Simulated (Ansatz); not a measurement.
A series in volume scale on C

Results calculated with Ansatz 0.2.0, not measured. Free energy against uniform scaling of the volume at fixed shape and fractions; periodic cell, basis, potentials, k mesh and filling as listed.

The cell before it is scaled or strained (space group C2/m, No. 12):
```
CELL_PARAMETERS angstrom
2.12730 -1.22830 0.00000
2.12730 1.22830 0.00000
-1.37910 0.00000 3.50280
ATOMIC_POSITIONS crystal
C 0.83336 0.83336 0.00009
C 0.16664 0.16664 0.99991
```

Settings of every row: functional PBEsol; dispersion none; potentials all-electron LAPW; k mesh 14x14x8; k shift 0x0x0; occupations fermi dirac; smearing width 0.1 eV; spin none.

Limits: a layered crystal: even scaling strains the bonds within the layers, so this curve is stiffer than the crystal under pressure; the cell comes from a prototype or a list of computed structures and needn't be the stable phase.

| row | volume scale | V (Å³/atom) | energy above lowest point (meV/atom) |
| --- | --- | --- | --- |
| 1 | 0.92 | 8.42 | 60.2 |
| 2 | 0.96 | 8.787 | 15.2 |
| 3 | 1 | 9.153 | 0 |
| 4 | 1.04 | 9.519 | ? |
| 5 | 1.08 | 9.885 | 40.4 |

Question: what energy above lowest point should row 4 give?

Worked fit of energy above lowest point. Take u = (V_r/V)^(2/3) − 1 with V_r = 8.97 Å³ an atom, which is twice the finite (Eulerian) strain; such expansions in the strain, on which the Birch-Murnaghan equation of state is built, carry the rest volume and the bulk modulus. The shown rows have u = 0.04309, 0.01384, -0.01337, -0.0627. Least squares give energy above lowest point = 4.16 + 536.5 × u + 17767 × u² meV/atom; a straight line predicts inner rows, each left out in turn, worse (root mean square 31 against 0.42 meV/atom). The rows lie off it by -0.1, 0.2, -0.2, 0.0. Its lowest point lies at u = -0.0151, or V = 9.177 Å³ an atom, and the curvature there gives the bulk modulus at fixed shape and fractions, B = (4/9)(1 + u)² E″(u)/V = 267 GPa. Letting shape and atoms relax would as a rule lower it, by much in layered, chain or molecular crystals. The withheld row has u = -0.03883, so the fit gives 4.16 + 536.5 × (-0.03883) + 17767 × (-0.03883)² = 10.1 meV/atom.

The calculation gave 9.8 meV/atom. The fit lies 0.3 meV/atom (3.1 % of the value, 0.5 % of the column's range) above it; its largest miss of a shown row is 0.2 meV/atom.
